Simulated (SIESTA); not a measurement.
Runs of SIESTA 5.4.2 on HfN. It takes space group Fm-3m (No. 225, cubic). The conventional cell has a = 4.512 Å, b = 4.512 Å, c = 4.512 Å, α = 90.00°, β = 90.00°, γ = 90.00°. Hf (site symmetry m-3m) is surrounded by 6 N at 2.26 Å. N (site symmetry m-3m) is surrounded by 6 Hf at 2.26 Å. 

```tsv
task	level	potentials or basis	spin	cell	k mesh	broadening (eV)	window from (eV)	window to (eV)	energy points	k mesh for the DOS	energy shift	gap on the mesh (eV)	pressure (GPa)	moment (μB)	largest force (eV/Å)
density of states	vdW-DF	SPMS 1.0 (PBE files) or PseudoDojo by element, SZP (energy shift 0.002 Ry)	non-collinear, ferromagnetic start	volume scaled by 0.8	8 × 8 × 8	0.1 eV	-15 eV	15 eV	301	12 × 12 × 12	0.002 Ry	none	(a)	0.08	-
relaxation of the atoms	RGE2	PseudoDojo 0.4 standard (PBE files, fully relativistic), SZ (energy shift 0.002 Ry)	non-collinear, ferromagnetic start, SOC	atoms relaxed from: cell strained at random at fixed volume	8 × 8 × 8	-	-	-	-	-	0.002 Ry	none	1.0	0.00	-
band structure	APBE	Ansatz (PBE files), DZDP (energy shift 0.01 Ry)	off	atoms moved at random, drawn with an rms of 0.15 Å	10 × 10 × 10	-	-	-	-	-	0.01 Ry	none	18.0	-	3.04
single point	PBE	PseudoDojo 0.4 standard (PBE files), DZP (energy shift 0.002 Ry)	off	atoms moved at random, drawn with an rms of 0.05 Å	10 × 10 × 10	-	-	-	-	-	0.002 Ry	none	13.4	-	1.53
single point	PBE	PseudoDojo 0.4 standard (PBE files), DZP (energy shift 0.002 Ry)	off	as given	10 × 10 × 10	-	-	-	-	-	0.002 Ry	none	11.5	-	-
```

Alike in all rows: smearing fermi-dirac 0.05 eV; grid cutoff 800 Ry.

Question: Fill in the values left out.

Answer: (a) 125.6.

Caveats: the basis of atomic orbitals isn't converged, which shifts pressures, moduli and gaps; the potentials were made for another functional, which shifts forces and pressure (some runs); semicore shells carry a single zeta, which can move pressures by several GPa and volumes by a few percent (some runs); short orbitals over semicore shells can move pressures by several GPa (some runs); the valence orbitals were made in a potential fitted to the semicore shell under them, which widens gaps by tenths of an eV or more (some runs); the basis has no polarisation orbitals (some runs); the relaxation stopped at its first step, so nothing moved (some runs).

A k mesh can miss the band edges, and rows without SOC leave out spin-orbit coupling on Hf.

A gap of «none» marks a metal or a gap under the smearing width.

The runs don't all hold the same shells in valence.
